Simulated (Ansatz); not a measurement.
# TiSe2: the cost of one run

All numbers are computed with Ansatz 0.2.0, driven from Python. Level of theory: DFT LDA, plane waves, PAW.

A COD entry behind a cell of this session may itself be a prediction, so a difference from it is no test against experiment.

### 1 The structure

It takes space group P-3m1 (No. 164, trigonal). Conventional cell: a = 3.536 Å, b = 3.536 Å, c = 6.004 Å, α = 90.00°, β = 90.00°, γ = 120.00°. Ti (site symmetry -3m) has 6 Se at 2.55 Å as nearest neighbours. Se (site symmetry 3m) is surrounded by 3 Ti at 2.55 Å.

Input file POSCAR_tise2:

```text
TiSe2
1.0
   3.53600000    0.00000000    0.00000000
  -1.76800000    3.06226583    0.00000000
   0.00000000    0.00000000    6.00400000
Ti Se
1 2
Direct
   0.00000000    0.00000000    0.00000000
   0.33333333    0.66666667    0.25520000
   0.66666667    0.33333333    0.74480000
```

### 2 The code

Contents of tise2_pdos.py:

```python
"""Which atoms and shells make the states of TiSe2."""

import ansatz as az
from ase.io import read
import numpy as np

atoms = read("POSCAR_tise2", format="vasp")
system = az.Crystal.from_ase(atoms)

base = system.calculation()
base = base.functional(az.Functional.LDA).kpoints(12, 12, 4)
base = base.occupations("fermi_dirac", width=0.05).scf(tolerance=1e-10)
base = base.scf(extra_bands=12)
base = base.density_of_states(projected=True, method="smearing", broadening_width=0.15, energy_step=0.1)
history = []
outcome = base.session().plan().execute(on_event=lambda event: history.append(event["data"]["dr2_ev"]) if event["event"] == "scf_iter" else None)
data = outcome.report
print("density residual by iteration (eV):", " ".join(f"{value:.1e}" for value in history[:40]))

dos = outcome.density_of_states()
energy = np.asarray(dos.energies_ev) - dos.fermi_ev
curves = {}
for site in outcome.projected_density_of_states().sites:
    for shell in site.shells:
        weight = sum(np.sum(curve.g_bin_mean_per_ev, axis=0) for curve in shell.curves)
        name = f"{site.species} {shell.label}"
        curves[name] = curves.get(name, 0) + weight

step = energy[1] - energy[0]
windows = [(-6, -3), (-3, 0), (0, 6)]
print("states by shell in windows of E - E_F (eV):", windows)
for name, g in curves.items():
    print(f"{name:8s}", " ".join(f"{step * g[(energy >= a) & (energy < b)].sum():8.3f}" for a, b in windows))
filled = (energy < 0) & (energy > -6)
for name, g in curves.items():
    if g[filled].sum() * step > 0.5:
        print(f"centre of {name}: {np.average(energy[filled], weights=g[filled]):.2f} eV")
```

### 3 The run

The run is started by

```
$ python tise2_pdos.py
```

What time and memory should one allow on 1 thread of AMD EPYC 7R13 (Zen 3), shared host?

About 6.1 s, with a peak of 0.53 GiB.
